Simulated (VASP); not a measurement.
A run of VASP 6.6.1 is set up as follows.

Contents of INCAR:

```
SYSTEM = P
PREC = Accurate
ENCUT = 600
EDIFF = 1E-7
ISMEAR = 0
SIGMA = 0.03
LREAL = .False.
LASPH = .True.
NELM = 80
ALGO = Normal
ISIF = 3
LWAVE = .False.
LCHARG = .False.
GGA = PE
IBRION = 2
NSW = 90
EDIFFG = -0.005
LATTICE_CONSTRAINTS = .TRUE. .TRUE. .FALSE.
KPAR = 2
```

Contents of KPOINTS:

```
Automatic mesh
0
Gamma
  10 8 1
  0 0 0
```

Contents of POSCAR:

```
P                                       
1.0
    3.2994402897      0.0000000000      0.0000000000
    0.0000000000      4.6214961705      0.0000000000
    0.0000000000      0.0000000000     20.1307681600
  P             
     4
Direct
     0.0000000000000000    0.5891081541756271    0.4477849217888712
     0.5000000000000000    0.9108918458243729    0.4477849217888712
     0.5000000000000000    0.0891081541756271    0.5522150782111288
     0.0000000000000000    0.4108918458243728    0.5522150782111288
```

Potentials or basis: VASP PAW PBE potentials, release 64 (P).

Launch:

```bash
$ cat potpaw_PBE.64/P/POTCAR > POTCAR
$ mpirun -np 2 vasp_std > vasp.out
```

Predict the band gap on the k mesh.

0.92 eV, direct.

Final structure:
```
CELL_PARAMETERS angstrom
3.29944 0.00000 0.00000
0.00000 4.62150 0.00000
0.00000 0.00000 20.13077
ATOMIC_POSITIONS crystal
P 0.00000 0.58911 0.44778
P 0.50000 0.91089 0.44778
P 0.50000 0.08911 0.55222
P 0.00000 0.41089 0.55222
```

Caveat: the relaxation stopped at its first step, so nothing moved. As with any semilocal functional, this PBE gap is likely too small.
